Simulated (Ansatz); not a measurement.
**Al under changes of volume**

One of the cells (16.603 Å³/atom); the others are scaled copies at fixed shape and fractional positions:

```
Al
1.0
     0.00000    2.02481    2.02481
     2.02481    0.00000    2.02481
     2.02481    2.02481    0.00000
Al
1
Direct
  0.00000 0.00000 0.00000
```

- Program: Ansatz 0.2.0
- Functional: LDA
- Potentials or basis: JTH PAW LDA
- Cutoff: 570 eV
- Density cutoff: 2850 eV
- k mesh: 11 × 11 × 11
- Occupations: fermi-dirac, width 0.05 eV
- Spin: no spin polarisation

```tsv
volume (Å³/atom)	energy over the lowest point (meV/atom)	pressure (GPa)
15.607	0.39	1.1
15.939	0.00	-0.7
16.271	3.17	-2.3
16.603	9.52	-3.8
16.935	18.69	-5.0
17.267	30.37	-6.2
17.599	?	?
```

**Question.** What does the run at 17.599 Å³/atom give?

**Answer.** Energy over the lowest point 44.26 meV/atom; pressure -7.2 GPa.

Worked out: A Birch-Murnaghan fit of order 3 (a polynomial in V^(-2/3)) to the other rows has its minimum at 15.81 Å³/atom with B0 = V·E''(V) = 86 GPa and B' = 4.6. It gives 44.28 meV/atom at 17.599 Å³/atom, against the run's 44.26, and -dE/dV = -7.2 GPa, against -7.2.

Energies are extrapolated to zero smearing.
